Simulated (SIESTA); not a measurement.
Crystal: Co.

```
Co
1.0
    -1.41457    1.39291    1.39216
     1.44298   -1.37513    1.40278
     1.41127    1.37182   -1.37438
Co
1
Direct
  0.00000 0.00000 0.00000
```

This isn't the form of Co at room conditions, which is hcp.

Base run:

```yaml
Program: SIESTA 5.4.2
Functional: PBE
Potentials_or_basis: PseudoDojo 0.4 standard (PBE files)
Basis: DZP (energy shift 0.003 Ry; two zetas on semicore shells)
Grid_cutoff: 800 Ry
Energy_shift: 0.003 Ry
k_mesh: 13 × 13 × 13
Occupations: fermi-dirac, width 0.05 eV
Spin: non-collinear spin, random start
Starting_moments: "[[-0.468, 0.485, 0.091]] μB"
```

Its results: band gap on the k mesh none (metal or under the smearing width); net moment 0.00 μB per cell.

Q: The run is repeated on the same cell with these changes: spin from non-collinear spin, random start to collinear spin, fm_larger start; moments at the start from [-0.47, 0.48, 0.09] to [3.5]. What comes out?

A: Band gap on the k mesh none (metal or under the smearing width); net moment 1.72 μB per cell; site moments Co +1.72 μB.

Caveats: the basis of atomic orbitals isn't converged, which shifts pressures, moduli and gaps.
